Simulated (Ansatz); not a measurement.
# LiF: the cost of one run

The runs shown are made with Ansatz 0.2.0. G0W0, plane waves. The values are computed, spin-unpolarised, and not measurements.

### Step 1. The structure to begin with

The cell was relaxed beforehand with r2SCAN.

Space group Fm-3m (No. 225), cubic; conventional cell a = 3.990 Å, 7.94 Å³ an atom. Li has 6 F at 1.99 Å; F has 6 Li at 1.99 Å.

Coordinates:

```
CELL_PARAMETERS angstrom
0.00000 1.99487 1.99487
1.99487 0.00000 1.99487
1.99487 1.99487 0.00000
ATOMIC_POSITIONS crystal
Li 0.00000 0.00000 0.00000
F 0.50000 0.50000 0.50000
```

### Step 2. 36 empty bands, 100 eV

Contents of input.yaml:

```yaml
crystal:
  lattice:
    - [0.0, 1.9948717375, 1.9948717375]
    - [1.9948717375, 0.0, 1.9948717375]
    - [1.9948717375, 1.9948717375, 0.0]
  atoms:
    - { symbol: Li, position: [0.0, 0.0, 0.0] }
    - { symbol: F, position: [0.5, 0.5, 0.5] }
kpoints:
  mp_grid: { grid: [8, 8, 8] }
hamiltonian:
  xc: pbe
scf:
  occupations: { method: fixed }
gw:
  n_empty_bands: 36
  ecut_chi: 100
  qp_bands: [v2, c2]
  qp_kpoints: band_edges
  screening: { model: contour_deformation }
```

What time and memory should one allow on 1 × NVIDIA H100 80GB HBM3 with 2 threads of AMD EPYC 7R13 (Zen 3), shared host?

About 15 s, with a peak of 1.2 GiB on the host.
